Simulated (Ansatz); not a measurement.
# Ta2Si (101): surface energy and levels, part 2 of 2

This session takes Ta2Si and sets out to cut the (101) surface, relax it and get its surface energy and levels.

Ansatz 0.2.0; DFT PBEsol, scalar-relativistic, plane waves, PAW.

## (5) Relaxing the (101) slab

Contents of input.yaml:

```yaml
crystal:
  lattice:
    - [5.0179442176, 0.0, 0.0]
    - [1.2654370604, 4.8557628873, 0.0]
    - [0.0, 0.0, 26.3456033429]
  atoms:
    - { symbol: Si, position: [0.6979085772, 0.6979085772, 0.2846774812] }
    - { symbol: Ta, position: [0.836760246, 0.1628926344, 0.2975290985] }
    - { symbol: Ta, position: [0.3576626264, 0.031530238, 0.345741973] }
    - { symbol: Si, position: [0.4965142953, 0.4965142953, 0.3585935904] }
    - { symbol: Ta, position: [0.9614983525, 0.6353659641, 0.3714452077] }
    - { symbol: Ta, position: [0.8301359561, 0.1562683445, 0.4196580822] }
    - { symbol: Si, position: [0.2951200134, 0.2951200134, 0.4325096995] }
    - { symbol: Ta, position: [0.4339716822, 0.7601040706, 0.4453613169] }
    - { symbol: Ta, position: [0.9548740627, 0.6287416743, 0.4935741913] }
    - { symbol: Si, position: [0.0937257315, 0.0937257315, 0.5064258087] }
    - { symbol: Ta, position: [0.5587097887, 0.2325774003, 0.519277426] }
    - { symbol: Ta, position: [0.4273473924, 0.7534797808, 0.5674903005] }
    - { symbol: Si, position: [0.8923314496, 0.8923314496, 0.5803419178] }
    - { symbol: Ta, position: [0.0311831184, 0.3573155068, 0.5931935352] }
    - { symbol: Ta, position: [0.5520854989, 0.2259531105, 0.6414064096] }
    - { symbol: Si, position: [0.6909371677, 0.6909371677, 0.654258027] }
    - { symbol: Ta, position: [0.1559212249, 0.8297888365, 0.6671096444] }
    - { symbol: Ta, position: [0.0245588286, 0.350691217, 0.7153225188] }
basis:
  ecutwfc: 420
kpoints:
  mp_grid: { grid: [7, 7, 1] }
hamiltonian:
  xc: pbesol
scf:
  occupations: { method: gaussian, width: 0.1 }
output:
  forces: true
  eigenvalues: true
  write_density: true
  write_potential: true
  elf: true
  volumetric_format: npy
relax:
  adjacent_minimum: "off"
  f_tol: 0.02
  max_steps: 60
efield:
  axis: 3
  dipole_correction: true
  ramp_width: 0.04
```

The run is started by

```
> ansatz run input.yaml --threads 4 --pin off --max-ram 9216MiB --backend cpu --events-out ev --progress --plain --runs-dir out
```

What it wrote:

```text
Warning: RAYON_NUM_THREADS=4 ignored (pool sized by the plan → 4); use --threads N
Engine: ansatz 0.2.0, aarch64-unknown-linux-gnu
Pseudopotentials: kind: paw
Pseudopotential: Si, paw, valence charge 4, recommended cutoff 420 eV (normal), Si.paw.azcp
Pseudopotential: Ta, paw, valence charge 13, recommended cutoff 420 eV (normal), Ta.paw.azcp
Functional definition: PBEsol
  exchange = pbesol_x
  correlation = pbesol_c
Crystal: 18 atoms, lattice volume = 641.936 Å³
Basis set: ecut = 420 eV, 12635 PW (Γ), exchange–correlation on 72×72×360 points (8 copies of the dense FFT grid, shifted against one another)
Bands: 108, of which v1, the nominal top of the filled ones, is band 90 counted from 1 (89 counted from 0)
Symmetry: 1 space group operations
Space group: P1 (ITA 1), of the structure as read, at distance tolerance 8.6e-5 Å
k-points: 25 of 49 (time reversal used)
Non-local potential: Si, projectors of the file, l = 0: 2, l = 1: 2, l = 2: 2
Non-local potential: Ta, projectors of the file, l = 0: 3, l = 1: 2, l = 2: 2, l = 3: 1
PAW form: soft (Blöchl's): semilocal exchange-correlation on the pseudo side does not see the compensation charge
PAW frozen core: Si, regenerated for the run's functional, and the local potential with it (the file was generated under x = pbe(κ = 0.804, μ = 0.2195149727645171), c = pbe(β = 0.06672455060314922))
PAW frozen core: Ta, regenerated for the run's functional, and the local potential with it (the file was generated under x = pbe(κ = 0.804, μ = 0.2195149727645171), c = pbe(β = 0.06672455060314922))
PAW one-centre angular grid: Si, 110 points (default); XC on 64 Gauss nodes
PAW one-centre angular grid: Ta, 590 points (default); XC on 64 Gauss nodes
Initial density: superposition of atomic densities (neutral atoms: chi_scale 0, normalization atom), corrected by the library's trained network
Initial wavefunctions: pseudopotential atomic-orbital guess
Functional: x = pbesol(κ = 0.804, μ = 0.12345679012345678), c = pbesol(β = 0.046)
SCF iter   1: F=—  HF=-121406.740570 eV  |F-HF|=—  |Δ(HF+E_count)|=         —  Δρ=4.92e-3  dr2=7.94e-1  ethr=1.77e-3  p=0.124 e·Å  D=3.48e-2 V/Å  ΔV_dip=-0.92 eV  dr2_dipole=1.00e-1  V_vac-E_F(+/−)=3.55/4.47 eV  ⟨swp⟩=10.0  Hψ=14253  notcnv=0
efield: sawtooth ramp at fractional position 0.9800 (placed from the atoms, in the widest stretch of the axis that holds none; the zero of the levels goes with the place), width 0.0400; the density the first Hamiltonian is built on has a dipole p = 0.124 e·Å; the dipole correction subtracts the counter field D = 3.48e-2 V/Å, which shifts the + side's vacuum level by -0.92 eV against the − side's; the planar-averaged density in the ramp window peaks in size at 4.6e-5 e/Å³
preconditioner: auto → LDOS  [metal: Δε(μ)=0.014 eV  Ē_g=4.714 eV  σ=0.100 eV  W_gap=0.08  n_scr=118 (ndim 8)  ℏωp=13.4 eV  f_vac=0.463  D(μ)=13.01/eV (n_scr^D=78)  β→1.0]
SCF iter   2: F=—  HF=-121406.696608 eV  |F-HF|=—  |Δ(HF+E_count)|=   4.40e-2  Δρ=2.10e-3  dr2=9.04e-2  ethr=4.41e-4  p=0.137 e·Å  D=3.86e-2 V/Å  ΔV_dip=-1.02 eV  dr2_dipole=1.96e-2  V_vac-E_F(+/−)=3.22/4.23 eV  ⟨swp⟩=2.1  Hψ=3514  notcnv=0  defer=162
SCF iter   3: F=—  HF=-121406.692565 eV  |F-HF|=—  |Δ(HF+E_count)|=   4.04e-3  Δρ=6.27e-4  dr2=1.22e-2  ethr=5.02e-5  p=0.139 e·Å  D=3.92e-2 V/Å  ΔV_dip=-1.03 eV  dr2_dipole=2.67e-3  V_vac-E_F(+/−)=3.22/4.25 eV  ⟨swp⟩=2.0  Hψ=3385  notcnv=0  defer=162
SCF iter   4: F=—  HF=-121406.692227 eV  |F-HF|=—  |Δ(HF+E_count)|=   3.37e-4  Δρ=2.09e-4  dr2=1.29e-3  ethr=6.77e-6  p=0.143 e·Å  D=4.02e-2 V/Å  ΔV_dip=-1.06 eV  dr2_dipole=1.95e-4  V_vac-E_F(+/−)=3.17/4.23 eV  ⟨swp⟩=2.0  Hψ=3394  notcnv=0  defer=162
SCF iter   5: F=—  HF=-121406.692359 eV  |F-HF|=—  |Δ(HF+E_count)|=   1.32e-4  Δρ=9.74e-5  dr2=2.74e-4  ethr=7.16e-7  p=0.144 e·Å  D=4.07e-2 V/Å  ΔV_dip=-1.07 eV  dr2_dipole=2.49e-5  V_vac-E_F(+/−)=3.15/4.22 eV  ⟨swp⟩=2.0  Hψ=3545  notcnv=0  defer=51
SCF iter   6: F=—  HF=-121406.692360 eV  |F-HF|=—  |Δ(HF+E_count)|=   1.04e-6  Δρ=2.86e-5  dr2=1.69e-5  ethr=1.52e-7  p=0.146 e·Å  D=4.11e-2 V/Å  ΔV_dip=-1.08 eV  dr2_dipole=1.04e-6  V_vac-E_F(+/−)=3.13/4.22 eV  ⟨swp⟩=2.0  Hψ=3397  notcnv=0  defer=51
SCF iter   7: F=-121406.692363 eV  HF=-121406.692363 eV  |F-HF|=1.78e-8  |Δ(HF+E_count)|=   2.88e-6  Δρ=8.62e-6  dr2=1.35e-6  ethr=5.56e-9  p=0.146 e·Å  D=4.12e-2 V/Å  ΔV_dip=-1.09 eV  dr2_dipole=2.00e-8  V_vac-E_F(+/−)=3.13/4.21 eV  ⟨swp⟩=29.2  Hψ=30581  notcnv=0
SCF 1 converged in 7 iterations: F = -121406.692363 eV  dr2 = 1.35e-6
relax step   1: F+E_penalty+E_count = -121406.69236323 eV  Δ(F+E_penalty+E_count) = +0.000e0 eV  max|allowed force component| = 3.075e0 eV/Å  Δτ_max = 0.0000 Å  (7 SCF iters, dr2 threshold 1.00e-5 eV, accepted)
[... from here on, the SCF cycles and remarks between the steps are left out ...]
relax step   2: F+E_penalty+E_count = -121407.68634254 eV  Δ(F+E_penalty+E_count) = -9.940e-1 eV  max|allowed force component| = 1.711e0 eV/Å  Δτ_max = 0.1950 Å  (6 SCF iters, dr2 threshold 1.00e-4 eV, accepted)
relax step   3: F+E_penalty+E_count = -121408.08762475 eV  Δ(F+E_penalty+E_count) = -4.013e-1 eV  max|allowed force component| = 4.217e-1 eV/Å  Δτ_max = 0.1949 Å  (6 SCF iters, dr2 threshold 1.00e-4 eV, accepted)
relax step   4: F+E_penalty+E_count = -121408.18346033 eV  Δ(F+E_penalty+E_count) = -9.584e-2 eV  max|allowed force component| = 2.848e-1 eV/Å  Δτ_max = 0.1266 Å  (7 SCF iters, dr2 threshold 1.11e-5 eV, accepted)
relax step   5: F+E_penalty+E_count = -121408.20773556 eV  Δ(F+E_penalty+E_count) = -2.428e-2 eV  max|allowed force component| = 1.246e-1 eV/Å  Δτ_max = 0.0851 Å  (5 SCF iters, dr2 threshold 5.07e-6 eV, accepted)
relax step   6: F+E_penalty+E_count = -121408.21388887 eV  Δ(F+E_penalty+E_count) = -6.153e-3 eV  max|allowed force component| = 7.172e-2 eV/Å  Δτ_max = 0.0178 Å  (5 SCF iters, dr2 threshold 2.98e-6 eV, accepted)
relax step   7: F+E_penalty+E_count = -121408.21483897 eV  Δ(F+E_penalty+E_count) = -9.501e-4 eV  max|allowed force component| = 3.856e-2 eV/Å  Δτ_max = 0.0161 Å  (6 SCF iters, dr2 threshold 9.86e-7 eV, accepted)
relax step   8: F+E_penalty+E_count = -121408.21538645 eV  Δ(F+E_penalty+E_count) = -5.475e-4 eV  max|allowed force component| = 6.279e-3 eV/Å  Δτ_max = 0.0071 Å  (5 SCF iters, dr2 threshold 4.30e-7 eV, accepted)
relax step   9: F+E_penalty+E_count = -121408.21538674 eV  Δ(F+E_penalty+E_count) = -2.931e-7 eV  max|allowed force component| = 6.263e-3 eV/Å  Δτ_max = 0.0000 Å  (3 SCF iters, accepted)
WARN: The output density's exchange-correlation potential varies sharply where the density is thin. Do not read a vacuum level from v_tot or v_xc, or from such a field of the output density. On a cell that repeats whose density bears no net charge and no dipole along the vacuum's axis use v_es (v_loc + v_h of the components); under efield.dipole_correction with no amplitude use v_es + v_field, which holds any external_charges[].barrier, or the levels of the report's work_function block, which leave it out; under a non-zero efield.amplitude the vacuum is tilted and has no level; on a cell that repeats and bears such a dipole with no correction it is tilted too, and efield.dipole_correction with no amplitude gives each side of its ramp a level where efield: is served; in a cell that repeats whose density bears a net charge (total_charge, or a fill off its count) it is curved and has none; of a slab under crystal.periodic whose density bears no net charge use v_es, which has a level on each side, short of where the two are joined; of another it falls or rises all the way out and has none; of a slab beside external_charges read slab_vacuum_level instead, which it has where they leave it neutral. The grid or the basis barely resolves most such structure, and the values can differ between equally converged runs; as a rule a tighter scf.convergence.dr2_threshold does not remove it. Where the density itself ripples (under the LDA too) a higher basis.ecutwfc lessens it. The files hold the spikes' plane waves up to the density's cutoff. Files: v_tot_of_output_density and the like, and their columns of v_z.tsv (output.write_potential); v_xc_of_output_density and the like, and their columns of v_comp_z.tsv (output.write_potential_components). Measured: with its Gaussian average of σ = 0.25 Å subtracted twice, the exchange-correlation potential is over 0.1 eV at 341 of the grid points where the equally averaged density (valence and model cores) is under 1e-3 e/Å³, and 0.383 eV at the most among them, at an averaged density of 2.3e-8 e/Å³. The input density's (outcome.potential() and, of a run that writes arrays, v_tot and v_xc) is over 0.1 eV, so measured, at 11 points of its own thin density, 0.143 eV at the most. See output.write_potential in the manual, Limitations
SCF converged after 3 iterations
Free energy (F): -121408.215387 eV
Harris-Foulkes:  -121408.215387 eV  (|F-HF|=2.96e-8)
Internal energy: -121408.159981 eV  (E = F + TS)
E sigma→0 (E₀):  -121408.187684 eV
Entropy (-TS):   -0.055406 eV (-3.078 meV/atom)
Fermi energy:    5.626059 eV
Dipole field:    D = 0.036613 V/Å  (p = 0.129887 e·Å, saw-weighted, corrected)
Work function:   Φ+ = 3.5637 eV   Φ− = 4.5283 eV
Levels:          The Fermi level and band energies are counted from a zero that moves with the ramp; work functions are not
--- Per-component energies (eV) ---
  E_band       = -3364.467543
  E_kinetic    = 4650.880682
  E_local      = -174097.099677  (includes V_loc(G=0)·N_el)
  E_nonlocal   = 365.115028
  E_hartree    = 84925.097622
  E_xc         = -2938.262676
  E_vxc        = -2734.641926  (∫ρ·V_xc dr)
  E_paw        = -102265.215161  (= ΣΔE_a)
  E_vpaw       = -1398.701511  (= ΣTr[D̂ρ^β])
  E_aug_tail   = 0.001682  (compensation charges beyond the density's cutoff)
  E_efield     = 0.002378  (sawtooth field / dipole correction)
  E_vefield    = -0.241897  (∫n·V_field dr)
  E_ewald      = 67948.567020
  E_core_change = 2.753122  (= ΣΔE_core)
  E_smearing   = -0.055406  (= −TS)
  E_closure    = 0.000000  (closes the sum)
  Σ components = -121408.215387   (vs F -121408.215387, Δ=0.00e0)
--- Forces (eV/Å), atoms counted from 1 ---
  atom   1  Si    -0.00006910     0.00230842    -0.00140365
  atom   2  Ta    -0.00145928    -0.00123552     0.00217855
  atom   3  Ta     0.00205430    -0.00098326     0.00320222
  atom   4  Si    -0.00041852    -0.00041041    -0.00433522
  atom   5  Ta     0.00264996     0.00028192     0.00024785
  atom   6  Ta    -0.00058029     0.00163622    -0.00038887
  atom   7  Si     0.00054891     0.00235877     0.00127429
  atom   8  Ta    -0.00255412    -0.00200835    -0.00060243
  atom   9  Ta    -0.00209659    -0.00160550     0.00080863
  atom  10  Si    -0.00210547     0.00047875    -0.00330764
  atom  11  Ta     0.00626132    -0.00137441     0.00029727
  atom  12  Ta     0.00364340    -0.00022098    -0.00000045
  atom  13  Si    -0.00377951     0.00153996    -0.00104717
  atom  14  Ta    -0.00016965     0.00094754     0.00426052
  atom  15  Ta    -0.00032730    -0.00213305     0.00023872
  atom  16  Si     0.00621007    -0.00307926    -0.00095445
  atom  17  Ta    -0.00558127    -0.00076494     0.00121320
  atom  18  Ta    -0.00224829     0.00421811    -0.00156300
  max |Σ_I F_I| component: 1.18e-4 eV/Å
--- Band table (eV; the first three rows and the last of 25) ---
  k-point 0: bands = ["-62.0680", "-62.0623", "-62.0239", "-62.0049", "-62.0040", "-61.9818", "-61.9756", "-61.9627", "-61.9516", "-61.9356", "-61.8550", "-61.8130", "-29.0489", "-28.9654", "-28.9204", "-28.9024", "-28.8811", "-28.8386", "-28.8060", "-28.7828", "-28.7351", "-28.7236", "-28.6939", "-28.6735", "-28.6626", "-28.6548", "-28.6446", "-28.6306", "-28.6112", "-28.5879", "-28.5649", "-28.5252", "-28.5137", "-28.4866", "-28.4661", "-28.4483", "-28.4248", "-28.4183", "-28.3193", "-28.2817", "-28.2461", "-28.1837", "-28.1577", "-28.1415", "-28.1270", "-28.1242", "-27.9314", "-27.8618", "-6.0452", "-5.2090", "-4.2361", "-3.1298", "-2.1573", "-1.3282", "0.4129", "0.4846", "0.8538", "1.0460", "1.1710", "1.2311", "1.5563", "1.6916", "1.8904", "2.1035", "2.2913", "2.4810", "2.7074", "2.8109", "2.9814", "3.1418", "3.1520", "3.2021", "3.2746", "3.3087", "3.4090", "3.4593", "3.7350", "3.8486", "4.0574", "4.0680", "4.1934", "4.3881", "4.4691", "4.6699", "4.7494", "4.9539", "5.1963", "5.2387", "5.3786", "5.6347", "5.8895", "6.0017", "6.2574", "6.4285", "6.4521", "6.7614", "6.9484", "6.9979", "7.0812", "7.1132", "7.1795", "7.3163", "7.3739", "7.5357", "7.6661", "7.7855", "7.8921", "7.9075"]
[... 3 lines left out ...]
--- Relaxed structure (9 steps of the walk, 9 accepted, 0 SCFs on fresh bases) ---
  F+E_penalty+E_count = -121408.21538674 eV   max|allowed force component| = 6.263e-3 eV/Å
  atoms:
    - { symbol: Si, position: [0.6996842427682652, 0.6737447650754301, 0.2835198070881398] }
    - { symbol: Ta, position: [0.8414981704659424, 0.13228286517776, 0.3093482650616571] }
    - { symbol: Ta, position: [0.3594505688181847, 0.03460515793416247, 0.3479240072076118] }
    - { symbol: Si, position: [0.47458610106481564, 0.5073643879284471, 0.3540970892960962] }
    - { symbol: Ta, position: [0.9526054967910187, 0.6352205609376528, 0.371270814693376] }
    - { symbol: Ta, position: [0.8213251403222286, 0.16017355613888992, 0.41911069811337953] }
    - { symbol: Si, position: [0.29272251521779336, 0.2975998000473153, 0.43324944317268843] }
    - { symbol: Ta, position: [0.4407674449773369, 0.7576071306316204, 0.4450185786439462] }
    - { symbol: Ta, position: [0.9558432337797805, 0.6299840884197926, 0.4938345289678278] }
    - { symbol: Si, position: [0.09551065746226822, 0.09269372658572946, 0.5063676744931332] }
    - { symbol: Ta, position: [0.5583812725804043, 0.23519212113100393, 0.5199327754744738] }
    - { symbol: Ta, position: [0.4248317731705521, 0.7515307422561991, 0.5683378057219929] }
    - { symbol: Si, position: [0.883273066177469, 0.8981584636739025, 0.5807536291007278] }
    - { symbol: Ta, position: [0.03449435295862202, 0.36427820182507575, 0.5932928703375698] }
    - { symbol: Ta, position: [0.557941273187984, 0.24623281123988372, 0.644335255542606] }
    - { symbol: Si, position: [0.6797375329697053, 0.7108023254604594, 0.6603685518983106] }
    - { symbol: Ta, position: [0.15304339540405887, 0.8256779053435486, 0.6644878745068008] }
    - { symbol: Ta, position: [0.06554977438357007, 0.3380974026931262, 0.6986665593796624] }
```

Wall time 14 min (4 threads of Arm Neoverse V1, shared host); peak memory 2.4 GiB.

Step by step:

| step | energy from step 1 (eV/cell) | largest force component (eV/Å) |
| --- | --- | --- |
| 1 | 0.0000 | 3.0745 |
| 2 | -0.9940 | 1.7105 |
| 3 | -1.3953 | 0.4217 |
| 4 | -1.4911 | 0.2848 |
| 5 | -1.5154 | 0.1246 |
| 6 | -1.5215 | 0.0717 |
| 7 | -1.5225 | 0.0386 |
| 8 | -1.5230 | 0.0063 |
| 9 | -1.5230 | 0.0063 |

Step 1 is the start.

From the log: work function 3.56 eV (top face), 4.53 eV (bottom face); dipole along +c 0.130 e·Å per cell.

Plane-averaged electrostatic potential energy of an electron across the slab, counted from the Fermi level:

z (Å), V (eV) and a bar:
```
     1.76       4.53 ##############################
     2.34       4.53 ##############################
     2.63       4.53 ##############################
     3.22       4.53 ##############################
     3.51       4.53 ##############################
     4.10       4.52 ##############################
     4.39       4.52 ##############################
     4.98       4.49 ##############################
     5.56       4.37 ##############################
     5.85       4.20 ##############################
     6.44       3.06 ############################
     6.73       1.53 ##########################
     7.32      -4.06 #################
     7.61      -6.31 ##############
     8.20      -7.76 ############
     8.78     -10.62 #######
     9.07     -13.59 ###
     9.66     -13.54 ###
     9.95     -10.01 ########
    10.54      -6.96 #############
    10.83      -9.64 #########
    11.42     -14.30 ##
    12.00      -9.15 ##########
    12.29      -6.78 #############
    12.88     -10.86 #######
    13.17     -13.73 ###
    13.76     -11.56 ######
    14.05      -8.04 ###########
    14.64      -8.48 ###########
    15.22     -14.36 ##
    15.51     -13.59 ###
    16.10      -6.80 #############
    16.39      -6.23 ##############
    16.98     -13.05 ####
    17.27     -15.62 
    17.86     -12.57 #####
    18.44      -6.74 #############
    18.73      -3.84 ##################
    19.32       1.09 #########################
    19.61       2.33 ###########################
    20.20       3.23 ############################
    20.49       3.39 ############################
    21.08       3.51 ############################
    21.66       3.55 #############################
    21.95       3.56 #############################
    22.54       3.56 #############################
    22.83       3.56 #############################
    23.42       3.56 #############################
    23.71       3.56 #############################
    24.30       3.56 #############################
```

Density in a lattice plane of the grid's cell (edges 5.02 and 26.35 Å, at 0.066 of the third edge), which holds Si and Ta.

Values in e/Å³, 12 rows by 6 columns:
```
0.00 0.00 0.00 0.00 0.00 0.00
0.00 0.00 0.00 0.00 0.00 0.00
0.03 0.06 0.11 0.06 0.03 0.02
1.18 0.42 1.34 0.42 0.76 4.28
0.34 0.69 4.46 1.74 0.33 0.44
0.34 0.22 0.37 1.97 2.93 0.38
0.25 0.35 0.37 0.31 0.24 0.20
0.36 0.36 0.19 0.22 0.26 0.22
0.02 0.02 0.02 0.02 0.02 0.02
0.00 0.00 0.00 0.00 0.00 0.00
0.00 0.00 0.00 0.00 0.00 0.00
0.00 0.00 0.00 0.00 0.00 0.00
```
Columns run along the first of these edges and rows up along the second, over one cell in 6 and 12 even steps from the bottom left corner. Atoms in the plane (fractional): Si at (0.09, 0.51), Ta at (0.34, 0.70).

ELF in the same plane.

Values, 12 rows by 6 columns:
```
0.00 0.00 0.00 0.00 0.00 0.00
0.01 0.01 0.01 0.01 0.01 0.01
0.38 0.13 0.17 0.14 0.37 0.25
0.45 0.29 0.48 0.25 0.30 0.59
0.63 0.29 0.45 0.57 0.56 0.66
0.38 0.23 0.48 0.62 0.69 0.33
0.20 0.24 0.68 0.40 0.25 0.45
0.37 0.37 0.50 0.14 0.12 0.50
0.03 0.04 0.10 0.20 0.17 0.08
0.00 0.00 0.00 0.00 0.00 0.00
0.00 0.00 0.00 0.00 0.00 0.00
0.00 0.00 0.00 0.00 0.00 0.00
```
Columns run along the first of these edges and rows up along the second, over one cell in 6 and 12 even steps from the bottom left corner. Atoms in the plane (fractional): Si at (0.09, 0.51), Ta at (0.34, 0.70).

Both are smooth fields of the valence electrons: close to the nuclei they are not physical.

Outside the cores ELF peaks at 0.92 beside Si, off the lines to its neighbours, 1.0 Å from Si; 0.73 on the Si–Si line, 1.0 Å from Si; 0.64 in the shell around Si, 1.1 Å from Si.

## (6) Surface energy and levels of (101)

The surface energy is (E_slab − N·E_bulk) / 2A, with N = 18 atoms and A = 24.37 Å².

|  | as cut | relaxed |
| --- | --- | --- |
| surface energy, mean of both faces | 3.68 J/m² | 3.18 J/m² |
| work function | 3.13 eV (top face), 4.22 eV (bottom face) | 3.56 eV (top face), 4.53 eV (bottom face) |
| dipole along +c (e·Å/cell) | 0.147 | 0.130 |

Spacings of the planes, from the bottom up:

| plane | atoms | spacing to the next, as cut (Å) | relaxed (Å) | change (%) | rumpling (Å) |
| --- | --- | --- | --- | --- | --- |
| 1 | Si | 0.339 | 0.680 | +101.0 | 0.000 |
| 2 | Ta | 1.270 | 1.016 | -20.0 | 0.000 |
| 3 | Ta | 0.339 | 0.163 | -52.0 | 0.000 |
| 4 | Si | 0.339 | 0.452 | +33.6 | 0.000 |
| 5 | Ta | 1.270 | 1.260 | -0.8 | 0.000 |
| 6 | Ta | 0.339 | 0.372 | +10.0 | 0.000 |
| 7 | Si | 0.339 | 0.310 | -8.4 | 0.000 |
| 8 | Ta | 1.270 | 1.286 | +1.3 | 0.000 |
| 9 | Ta | 0.339 | 0.330 | -2.5 | 0.000 |
| 10 | Si | 0.339 | 0.357 | +5.6 | 0.000 |
| 11 | Ta | 1.270 | 1.275 | +0.4 | 0.000 |
| 12 | Ta | 0.339 | 0.327 | -3.4 | 0.000 |
| 13 | Si | 0.339 | 0.330 | -2.4 | 0.000 |
| 14 | Ta | 1.270 | 1.345 | +5.9 | 0.000 |
| 15 | Ta | 0.339 | 0.422 | +24.8 | 0.000 |
| 16 | Si | 0.339 | 0.109 | -67.9 | 0.000 |
| 17 | Ta | 1.270 | 0.900 | -29.1 | 0.000 |
| 18 | Ta |  |  |  | 0.000 |

## (7) Outcome

What follows sums up all 2 parts.

| quantity | value |
| --- | --- |
| surface energy, (101), cut with Ta on top | 3.18 J/m² |
| work function, (101), cut with Ta on top | 3.56 eV (top face), 4.53 eV (bottom face) |

In words: The outermost spacing at the top of (101) contracts by 29.1 %, and relaxation gains 0.503 J/m² a face. Another spacing, gap 1 from the bottom, changes more, by +101.0 %. The runs treat Ta without spin-orbit coupling.
